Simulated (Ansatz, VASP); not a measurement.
## Two plane-wave programs on KBr

```
K Br
1.0
     4.04350    0.00000    0.00000
     0.00000    4.04350    0.00000
     0.00000    0.00000    4.04350
K Br
1 1
Direct
  0.00000 0.02473 0.00000
  0.50000 0.50000 0.50000
```

Measurements of this composition are mostly on another form, of space group No. 225.

Alike in both runs: task single point; functional PBE; k mesh 8 × 8 × 8; occupations gaussian, width 0.05 eV; no spin polarisation.

```csv
,VASP,Ansatz
version,VASP 6.6.1,Ansatz 0.2.0
potentials or method,"VASP PAW PBE potentials, release 64 (K_sv, Br)","scalar-relativistic, plane waves, PAW"
plane-wave cutoff (eV),520,420
valence electrons in the cell,16,16
```

VASP gave:

| Item | Value |
| --- | --- |
| gap on the k mesh at the Fermi level (eV) | 3.87 |
| pressure (GPa) | 0.0 |
| rms of the force components (eV/Å) | 0.032 |

Problem. What did Ansatz give for the same quantities?

Solution. gap on the k mesh at the Fermi level (eV): 3.87; pressure (GPa): 0.0; rms of the force components (eV/Å): 0.031.

Atom by atom the forces differ by 0.001 eV/Å (rms over components). The functional is the same, so the differences come from potentials, cutoffs and numerics.

A k mesh can miss the band edges. As with any semilocal functional, this PBE gap is likely too small.
